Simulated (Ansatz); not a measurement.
# Zn (P6_3/mmc) in Ansatz: notebook

Runs on Zn. Level: LDA. Tasks: single point, equation of state.

Everything below comes from runs of Ansatz 0.2.0. Logs are shortened: lines on timing, memory, paths and dates and some standing lists are left out, and cuts for length are marked.

## Step 1: The structure

The structure is hexagonal, space group P6_3/mmc (No. 194). The conventional cell has a = 2.670 Å, b = 2.670 Å, c = 4.966 Å, α = 90.00°, β = 90.00°, γ = 120.00°. Zn (site symmetry -6m2) is surrounded by 12 Zn at 2.67 to 2.92 Å.

## Step 2: Single point, LDA, 14.41 Å³/atom (volume scaled by 0.94)

Contents of input.yaml:

```yaml
crystal:
  lattice:
    - [2.6154949103, 0.0, 0.0]
    - [-1.3077474551, 2.2650850358, 0.0]
    - [0.0, 0.0, 4.8646246159]
  atoms:
    - { symbol: Zn, position: [0.6666666667, 0.3333333333, 0.75] }
    - { symbol: Zn, position: [0.3333333333, 0.6666666667, 0.25] }
hamiltonian:
  xc: lda
  pseudopotentials: { kind: paw }
kpoints:
  mp_grid: { grid: [11, 11, 6] }
scf:
  occupations: { method: fermi_dirac, width: 0.05 }
output:
  forces: true
  stress: true
  eigenvalues: true
```

Potentials or basis: Ansatz PAW.

Launch:

```bash
ansatz run input.yaml --threads 2 --pin off --max-ram 5632MiB --backend cpu --events-out ev --progress --plain --runs-dir out
```

What it wrote:

```text
Warning: RAYON_NUM_THREADS=2 ignored (pool sized by the plan → 2); use --threads N
Engine: ansatz 0.2.0, x86_64-unknown-linux-gnu
Pseudopotentials: kind: paw
Pseudopotential: Zn, paw, valence charge 12, recommended cutoff 420 eV (normal), Zn.paw.azcp
Functional definition: SPW92
  exchange = slater_x
  correlation = pw_c
Crystal: 2 atoms, lattice volume = 28.820 Å³
Basis set: ecut = 420 eV, 563 PW (Γ)
Bands: 16, of which v1, the nominal top of the filled ones, is band 12 counted from 1 (11 counted from 0)
Symmetry: 24 space group operations
Space group: P63/mmc (ITA 194), of the structure as read, at distance tolerance 3.1e-5 Å
k-points: 64 of 726
Non-local potential: Zn, projectors of the file, l = 0: 2, l = 1: 2, l = 2: 3, l = 3: 1
PAW form: soft (Blöchl's): semilocal exchange-correlation on the pseudo side does not see the compensation charge
PAW frozen core: Zn, regenerated for the run's functional, and the local potential with it (the file was generated under x = pbe(κ = 0.804, μ = 0.2195149727645171), c = pbe(β = 0.06672455060314922))
PAW one-centre angular grid: Zn, 590 points (default); XC on 64 Gauss nodes
Initial density: superposition of atomic densities (neutral atoms: chi_scale 0, normalization atom), corrected by the library's trained network
Initial wavefunctions: pseudopotential atomic-orbital guess
Functional: x = slater, c = lda
SCF iter   1: F=—  HF=-6492.472566 eV  |F-HF|=—  |Δ(HF+E_count)|=         —  Δρ=5.95e-3  dr2=3.53e-3  ethr=1.77e-3  ⟨swp⟩=5.3  Hψ=5051  notcnv=0
preconditioner: auto → none  [metal: Δε(μ)=0.072 eV  Ē_g=13.457 eV  σ=0.050 eV  W_gap=0.33  n_scr=4 (ndim 8)  ℏωp=33.9 eV  f_vac=0.000  D(μ)=0.58/eV (n_scr^D=2)  sad-step TF]
SCF iter   2: F=—  HF=-6492.472184 eV  |F-HF|=—  |Δ(HF+E_count)|=   3.82e-4  Δρ=1.66e-3  dr2=4.88e-4  ethr=1.47e-5  ⟨swp⟩=2.0  Hψ=2531  notcnv=0  defer=1
SCF iter   3: F=—  HF=-6492.472027 eV  |F-HF|=—  |Δ(HF+E_count)|=   1.57e-4  Δρ=1.49e-3  dr2=2.20e-4  ethr=2.03e-6  ⟨swp⟩=2.0  Hψ=1709  notcnv=0  defer=1
SCF iter   4: F=—  HF=-6492.472007 eV  |F-HF|=—  |Δ(HF+E_count)|=   1.91e-5  Δρ=5.54e-4  dr2=3.14e-5  ethr=9.17e-7  ⟨swp⟩=1.0  Hψ=1023  notcnv=0  defer=1
SCF iter   5: F=—  HF=-6492.472005 eV  |F-HF|=—  |Δ(HF+E_count)|=   2.13e-6  Δρ=1.17e-4  dr2=1.59e-6  ethr=1.31e-7  ⟨swp⟩=1.0  Hψ=1023  notcnv=0  defer=1
SCF iter   6: F=-6492.472005 eV  HF=-6492.472005 eV  |F-HF|=3.95e-10  |Δ(HF+E_count)|=   2.96e-8  Δρ=1.66e-5  dr2=3.39e-8  ethr=4.17e-10  ⟨swp⟩=3.9  Hψ=4248  notcnv=0
SCF 1 converged in 6 iterations: F = -6492.472005 eV  dr2 = 3.39e-8
SCF converged after 6 iterations
Free energy (F): -6492.472005 eV
Harris-Foulkes:  -6492.472005 eV  (|F-HF|=3.95e-10)
Internal energy: -6492.467398 eV  (E = F + TS)
E sigma→0 (E₀):  -6492.469702 eV
Entropy (-TS):   -0.004607 eV (-2.304 meV/atom)
Fermi energy:    11.321859 eV
--- Per-component energies (eV) ---
  E_band       = 103.061423
  E_kinetic    = 264.020815
  E_local      = -3012.341301  (includes V_loc(G=0)·N_el)
  E_nonlocal   = 1226.045771
  E_hartree    = 1259.716123
  E_xc         = -272.857866
  E_vxc        = -109.248811  (∫ρ·V_xc dr)
  E_paw        = -3505.762966  (= ΣΔE_a)
  E_vpaw       = -784.846747  (= ΣTr[D̂ρ^β])
  E_aug_tail   = -0.000749  (compensation charges beyond the density's cutoff)
  E_ewald      = -2454.401507
  E_core_change = 3.114283  (= ΣΔE_core)
  E_smearing   = -0.004607  (= −TS)
  E_closure    = -0.000000  (closes the sum)
  Σ components = -6492.472005   (vs F -6492.472005, Δ=0.00e0)
--- Forces (eV/Å), atoms counted from 1 ---
  atom   1  Zn     0.00000000     0.00000000    -0.00000000
  atom   2  Zn    -0.00000000    -0.00000000     0.00000000
  max |Σ_I F_I| component: 3.70e-17 eV/Å
--- Stress (GPa, compression-positive) ---
       -4.977299       0.000000       0.000000
        0.000000      -4.977299       0.000000
        0.000000       0.000000      -5.243676
  P = ⅓ Tr σ = -5.0661 GPa (-50.661 kbar)
--- Band table (eV; the first three rows and the last of 64) ---
  k-point 0: bands = ["0.6227", "2.5673", "3.3496", "3.6110", "3.6110", "3.6663", "3.6663", "4.0328", "4.0328", "4.2632", "4.2632", "7.5866", "8.3990", "25.3391", "29.1006", "29.4182"]
  k-point 1: bands = ["0.7960", "2.5434", "3.3532", "3.6089", "3.6089", "3.6582", "3.6582", "4.0541", "4.0541", "4.2523", "4.2523", "5.9498", "10.4195", "22.9118", "29.5909", "29.5909"]
  k-point 2: bands = ["1.2884", "2.4076", "3.3947", "3.6088", "3.6088", "3.6387", "3.6387", "4.1066", "4.1066", "4.2196", "4.2196", "4.4460", "13.1318", "19.4643", "30.0820", "30.0820"]
  k-point 63: bands = ["3.2625", "3.2625", "3.4146", "3.4146", "3.6485", "3.6485", "3.8975", "3.8975", "4.2582", "4.2582", "11.7386", "11.7386", "12.8677", "12.8677", "15.1182", "15.1182"]
```

It took 2 s on 2 threads of AMD EPYC (Zen 3), shared host; peak memory 0.32 GiB.

What came out:

```
Free energy            : -6492.4720 eV
Pressure               : -5.1 GPa
Band gap on the k mesh : none (metal or under the smearing width)
```

Caveat: the PAW data sets come from PBE, with cores solved anew for the run's functional, which leaves a small shift of forces and pressure.

## Step 3: Single point, LDA, 14.72 Å³/atom (volume scaled by 0.96)

input.yaml, as its differences from that of step 2:

```diff
@@ -2,5 +2,5 @@
   lattice:
-    - [2.6154949103, 0.0, 0.0]
-    - [-1.3077474551, 2.2650850358, 0.0]
-    - [0.0, 0.0, 4.8646246159]
+    - [2.6339144954, 0.0, 0.0]
+    - [-1.3169572477, 2.2810368644, 0.0]
+    - [0.0, 0.0, 4.8988836645]
   atoms:
```

Potentials or basis: Ansatz PAW.

Launch:

```bash
ansatz run input.yaml --threads 2 --pin off --max-ram 5632MiB --backend cpu --events-out ev --progress --plain --runs-dir out
```

Wall time 1.7 s (2 threads of AMD EPYC (Zen 3), shared host); peak memory 0.32 GiB.

It converged, with:

```yaml
Free_energy: -6492.4496 eV
Pressure: -6.6 GPa
Band_gap_on_the_k_mesh: none (metal or under the smearing width)
```

Caveat: the PAW data sets come from PBE, with cores solved anew for the run's functional, which leaves a small shift of forces and pressure.

## Step 4: Single point, LDA, 15.02 Å³/atom (volume scaled by 0.98)

input.yaml, as its differences from that of step 3:

```diff
@@ -2,5 +2,5 @@
   lattice:
-    - [2.6339144954, 0.0, 0.0]
-    - [-1.3169572477, 2.2810368644, 0.0]
-    - [0.0, 0.0, 4.8988836645]
+    - [2.652079997, 0.0, 0.0]
+    - [-1.3260399985, 2.2967686502, 0.0]
+    - [0.0, 0.0, 4.9326701367]
   atoms:
```

Launch:

```bash
ansatz run input.yaml --threads 2 --pin off --max-ram 5632MiB --backend cpu --events-out ev --progress --plain --runs-dir out
```

It took 1.7 s on 2 threads of AMD EPYC (Zen 3), shared host; peak memory 0.33 GiB.

It converged, with:

| Item | Value |
| --- | --- |
| Free energy | -6492.4217 eV |
| Pressure | -7.9 GPa |
| Band gap on the k mesh | none (metal or under the smearing width) |

Caveat: the PAW data sets come from PBE, with cores solved anew for the run's functional, which leaves a small shift of forces and pressure.

## Step 5: Single point, LDA, 15.33 Å³/atom

input.yaml, as its differences from that of step 4:

```diff
@@ -2,5 +2,5 @@
   lattice:
-    - [2.652079997, 0.0, 0.0]
-    - [-1.3260399985, 2.2967686502, 0.0]
-    - [0.0, 0.0, 4.9326701367]
+    - [2.67, 0.0, 0.0]
+    - [-1.335, 2.3122878281, 0.0]
+    - [0.0, 0.0, 4.966]
   atoms:
@@ -19 +19,5 @@
   eigenvalues: true
+  write_density: true
+  write_potential: true
+  elf: true
+  volumetric_format: npy
```

Launch:

```bash
ansatz run input.yaml --threads 2 --pin off --max-ram 5632MiB --backend cpu --events-out ev --progress --plain --runs-dir out
```

It took 3 s on 2 threads of AMD EPYC (Zen 3), shared host; peak memory 0.33 GiB.

It converged, with:

| Property | Result |
| --- | --- |
| Free energy | -6492.3891 eV |
| Pressure | -9.1 GPa |
| Band gap on the k mesh | none (metal or under the smearing width) |

Caveat: the PAW data sets come from PBE, with cores solved anew for the run's functional, which leaves a small shift of forces and pressure.

## Step 6: Single point, LDA, 15.64 Å³/atom (volume scaled by 1.02)

input.yaml, as its differences from that of step 5:

```diff
@@ -2,5 +2,5 @@
   lattice:
-    - [2.67, 0.0, 0.0]
-    - [-1.335, 2.3122878281, 0.0]
-    - [0.0, 0.0, 4.966]
+    - [2.6876826345, 0.0, 0.0]
+    - [-1.3438413173, 2.3276014388, 0.0]
+    - [0.0, 0.0, 4.9988883757]
   atoms:
```

Potentials or basis: Ansatz PAW.

Launch:

```bash
ansatz run input.yaml --threads 2 --pin off --max-ram 5632MiB --backend cpu --events-out ev --progress --plain --runs-dir out
```

Run time: 3 s. Hardware: 2 threads of AMD EPYC (Zen 3), shared host; peak memory 0.33 GiB.

Results (log left out):

* Free energy: -6492.3525 eV
* Pressure: -10.1 GPa
* Band gap on the k mesh: none (metal or under the smearing width)

Caveat: the PAW data sets come from PBE, with cores solved anew for the run's functional, which leaves a small shift of forces and pressure.

## Step 7: Single point, LDA, 15.94 Å³/atom (volume scaled by 1.04)

input.yaml, as its differences from that of step 6:

```diff
@@ -2,5 +2,5 @@
   lattice:
-    - [2.6876826345, 0.0, 0.0]
-    - [-1.3438413173, 2.3276014388, 0.0]
-    - [0.0, 0.0, 4.9988883757]
+    - [2.7051356082, 0.0, 0.0]
+    - [-1.3525678041, 2.3427161574, 0.0]
+    - [0.0, 0.0, 5.0313495994]
   atoms:
```

Launch:

```bash
ansatz run input.yaml --threads 2 --pin off --max-ram 5632MiB --backend cpu --events-out ev --progress --plain --runs-dir out
```

Run time: 3 s. Hardware: 2 threads of AMD EPYC (Zen 3), shared host; peak memory 0.34 GiB.

The run converged. Its results:

| Quantity | Value |
| --- | --- |
| Free energy | -6492.3123 eV |
| Pressure | -10.9 GPa |
| Band gap on the k mesh | none (metal or under the smearing width) |

Caveat: the PAW data sets come from PBE, with cores solved anew for the run's functional, which leaves a small shift of forces and pressure.

## Step 8: Single point, LDA, 16.25 Å³/atom (volume scaled by 1.06)

input.yaml, as its differences from that of step 7:

```diff
@@ -2,5 +2,5 @@
   lattice:
-    - [2.7051356082, 0.0, 0.0]
-    - [-1.3525678041, 2.3427161574, 0.0]
-    - [0.0, 0.0, 5.0313495994]
+    - [2.7223662359, 0.0, 0.0]
+    - [-1.3611831179, 2.3576383187, 0.0]
+    - [0.0, 0.0, 5.0633972761]
   atoms:
```

Launch:

```bash
ansatz run input.yaml --threads 2 --pin off --max-ram 5632MiB --backend cpu --events-out ev --progress --plain --runs-dir out
```

Wall time 4.1 s (2 threads of AMD EPYC (Zen 3), shared host); peak memory 0.34 GiB.

The run converged. Its results:

* Free energy: -6492.2691 eV
* Pressure: -11.6 GPa
* Band gap on the k mesh: none (metal or under the smearing width)

Caveat: the PAW data sets come from PBE, with cores solved anew for the run's functional, which leaves a small shift of forces and pressure.

## Step 9: Equation of state, LDA

Potentials or basis: Ansatz PAW.

This step only gathers the single runs of the series.

Results:

- Equilibrium volume: 13.64 Å³/atom (rough: see the caveat)
- Bulk modulus at fixed shape and positions: 106 GPa (rough)

Energy against volume, from the lowest point:
```tsv
volume (Å³/atom)	energy (meV/atom)
14.410	0.00
14.716	11.19
15.023	25.13
15.330	41.44
15.636	59.78
15.943	79.87
16.249	101.44
```

Caveat: the minimum lies outside the volumes run; the cell was scaled at fixed shape and fractional positions, which overstates the stiffness of a crystal with free parameters, most of all of layers and chains.
